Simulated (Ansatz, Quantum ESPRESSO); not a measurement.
Given: the input of a run of Ansatz 0.2.0 on Au. This isn't the form of Au at room conditions, which is fcc.

input.yaml

```yaml
crystal:
  lattice:
    - [2.8154890579, 0.0, 0.0]
    - [-0.0129553469, 2.8201795887, 0.0]
    - [-1.1378916452, -1.1854109603, 4.9240140333]
  atoms:
    - { symbol: Au, position: [0.672862, 0.665962, 0.274055] }
    - { symbol: Au, position: [0.327138, 0.334038, 0.725945] }
kpoints:
  mp_grid: { grid: [10, 10, 6] }
scf:
  occupations: { method: fermi_dirac, width: 0.05 }
hamiltonian:
  xc: pbesol
  pseudopotentials: { kind: all_electron, lapw: { basis_error: 0.001 } }
output:
  forces: true
  stress: true
  eigenvalues: true
  populations: true
```

Potentials or basis: all-electron LAPW, scalar-relativistic.

Run with:

```bash
$ ansatz run input.yaml --threads 1 --pin off --max-ram 3072MiB --backend cpu --events-out ev --progress --plain --runs-dir out
```

Task: Set up the same calculation for Quantum ESPRESSO 7.5. Potentials or basis there: GBRV 1.5 PBEsol, cutoff 612 eV.

Result: As run (cutoffs and basis follow the program's own potentials, and thresholds, step limits or extra output files can differ):

The input pw.in:

```
&CONTROL
  calculation = 'scf'
  prefix = 'pwscf'
  outdir = './tmp'
  pseudo_dir = './pseudo'
  tprnfor = .true.
  tstress = .true.
  disk_io = 'low'
/
&SYSTEM
  ibrav = 0
  celldm(1) = 8
  nat = 2
  ntyp = 1
  ecutwfc = 45
  ecutrho = 360
  nbnd = 18
  occupations = 'smearing'
  smearing = 'fd'
  degauss = 0.00367493
/
&ELECTRONS
  conv_thr = 4d-10
  electron_maxstep = 120
  mixing_beta = 0.5
/
ATOMIC_SPECIES
Au   196.9666 au_pbesol_v1.uspp.F.UPF
CELL_PARAMETERS alat
  0.6650629032890   0.0000000000000   0.0000000000000
 -0.0030602571863   0.6661708806128   0.0000000000000
 -0.2687879461160  -0.2800127575121   1.1631297445939
ATOMIC_POSITIONS crystal
Au     0.6728620000    0.6659620000    0.2740550000
Au     0.3271380000    0.3340380000    0.7259450000
K_POINTS automatic
10 10 6 0 0 0
```

The input pp_density.in:

```
&INPUTPP
  prefix = 'pwscf'
  outdir = './tmp'
  filplot = 'density.dat'
  plot_num = 0
/
&PLOT
  nfile = 1
  filepp(1) = 'density.dat'
  iflag = 3
  output_format = 6
  fileout = 'density.cube'
/
```

Contents of pp_potential.in:

```
&INPUTPP
  prefix = 'pwscf'
  outdir = './tmp'
  filplot = 'potential.dat'
  plot_num = 11
/
&PLOT
  nfile = 1
  filepp(1) = 'potential.dat'
  iflag = 3
  output_format = 6
  fileout = 'potential.cube'
/
```

Potentials or basis: GBRV 1.5 PBEsol.

The run is started by

```console
$ OMP_NUM_THREADS=1 mpirun -n 2 pw.x -nk 2 -in pw.in > pw.out
$ OMP_NUM_THREADS=1 mpirun -n 1 pp.x -in pp_density.in > pp_density.out
$ OMP_NUM_THREADS=1 mpirun -n 1 pp.x -in pp_potential.in > pp_potential.out
```

Both were run:

|  | Ansatz | Quantum ESPRESSO |
| --- | --- | --- |
| Pressure | -8.0 GPa | -8.3 GPa |
| Largest force | 0.127 eV/Å | 0.135 eV/Å |

Where Ansatz's input types no cutoff or centring, it takes its own default and a Γ-centred mesh.

Pressure is positive in compression.
